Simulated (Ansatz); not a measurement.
# TiO2: the cost of one run

Program: Ansatz 0.2.0. Level of theory: DFT PBEsol, scalar-relativistic, plane waves, PAW. These are calculated values, not measurements.

2 further runs of the same task are left out: 2 set aside as unsound or not needed.

### 1 Starting point

Symmetry: P4_2/mnm, No. 136, tetragonal system. The conventional cell has a = 4.591 Å, b = 4.591 Å, c = 2.939 Å, α = 90.00°, β = 90.00°, γ = 90.00°. Ti (site symmetry mmm) has 6 O at 1.94 to 1.98 Å in its first shell of neighbours. Around O (site symmetry m2m) lie 3 Ti at 1.94 to 1.98 Å.

As a file:

```cif
data_structure
_symmetry_space_group_name_H-M 'P4_2/mnm'
_symmetry_Int_Tables_number 136
_cell_length_a 4.5912
_cell_length_b 4.5912
_cell_length_c 2.9390
_cell_angle_alpha 90.000
_cell_angle_beta 90.000
_cell_angle_gamma 90.000
_cell_volume 61.95
loop_
_atom_site_label
_atom_site_type_symbol
_atom_site_symmetry_multiplicity
_atom_site_Wyckoff_symbol
_atom_site_fract_x
_atom_site_fract_y
_atom_site_fract_z
_atom_site_occupancy
Ti1 Ti 2 a 0.00000 0.00000 0.00000 1
O1 O 4 f 0.30444 0.30444 0.00000 1
```

This cell was relaxed beforehand with the same method: volume 10.33 Å³/atom, gap on the mesh 1.87 eV.

Bulk energy on matching settings, from an earlier run: -1199.9345 eV/atom.

### 2 The (100) slab

Planes are indexed in the bulk's conventional cell (P4_2/mnm (No. 136)), a = 4.591 Å, b = 4.591 Å, c = 2.939 Å, α = 90.00°, β = 90.00°, γ = 90.00°.

The slab is a (100) slab, 12.9 Å thick as cut, with 15 Å of vacuum; its outer planes are Ti (top) and O (bottom).

The slab as cut. Layers, bottom to top:

| plane | atoms per cell | height over the lowest (Å) |
| --- | --- | --- |
| 1 | O | 0.00 |
| 2 | O | 0.50 |
| 3 | Ti | 1.40 |
| 4 | O | 2.30 |
| 5 | O | 2.80 |
| 6 | Ti | 3.69 |
| 7 | O | 4.59 |
| 8 | O | 5.09 |
| 9 | Ti | 5.99 |
| 10 | O | 6.89 |
| 11 | O | 7.39 |
| 12 | Ti | 8.28 |
| 13 | O | 9.18 |
| 14 | O | 9.68 |
| 15 | Ti | 10.58 |
| 16 | O | 11.48 |
| 17 | O | 11.98 |
| 18 | Ti | 12.88 |

### 3 Single point on the unrelaxed (100) slab

A dipole layer in the vacuum cancels the field that periodic copies would set up if the slab's two faces differ.

Input file input.yaml:

```yaml
crystal:
  lattice:
    - [2.9389940238, 0.0, 0.0]
    - [0.0, 4.5912476139, 0.0]
    - [0.0, 0.0, 27.8758726922]
  atoms:
    - { symbol: O, position: [0.5, 0.8044387441, 0.2690498727] }
    - { symbol: O, position: [0.0, 0.3044387441, 0.286982352] }
    - { symbol: Ti, position: [0.5, 0.5, 0.3191919319] }
    - { symbol: O, position: [0.0, 0.6955612559, 0.3514015118] }
    - { symbol: O, position: [0.5, 0.1955612559, 0.369333991] }
    - { symbol: Ti, position: [0.0, 0.0, 0.401543571] }
    - { symbol: O, position: [0.5, 0.8044387441, 0.4337531509] }
    - { symbol: O, position: [0.0, 0.3044387441, 0.4516856301] }
    - { symbol: Ti, position: [0.5, 0.5, 0.48389521] }
    - { symbol: O, position: [0.0, 0.6955612559, 0.51610479] }
    - { symbol: O, position: [0.5, 0.1955612559, 0.5340372692] }
    - { symbol: Ti, position: [0.0, 0.0, 0.5662468491] }
    - { symbol: O, position: [0.5, 0.8044387441, 0.598456429] }
    - { symbol: O, position: [0.0, 0.3044387441, 0.6163889083] }
    - { symbol: Ti, position: [0.5, 0.5, 0.6485984882] }
    - { symbol: O, position: [0.0, 0.6955612559, 0.6808080681] }
    - { symbol: O, position: [0.5, 0.1955612559, 0.6987405473] }
    - { symbol: Ti, position: [0.0, 0.0, 0.7309501273] }
basis:
  ecutwfc: 420
kpoints:
  mp_grid: { grid: [9, 6, 1] }
hamiltonian:
  xc: pbesol
scf:
  occupations: { method: gaussian, width: 0.05 }
output:
  forces: true
  stress: true
  eigenvalues: true
efield:
  axis: 3
  dipole_correction: true
  ramp_width: 0.04
```

Started as:

```
$ ansatz run input.yaml --threads 2 --pin off --max-ram 5120MiB --backend cpu --events-out ev --progress --plain --runs-dir out
```

What time and memory should one allow on 2 threads of AMD EPYC 9R45 (Zen 5), shared host?

About 18 s, with a peak of 1 GiB.
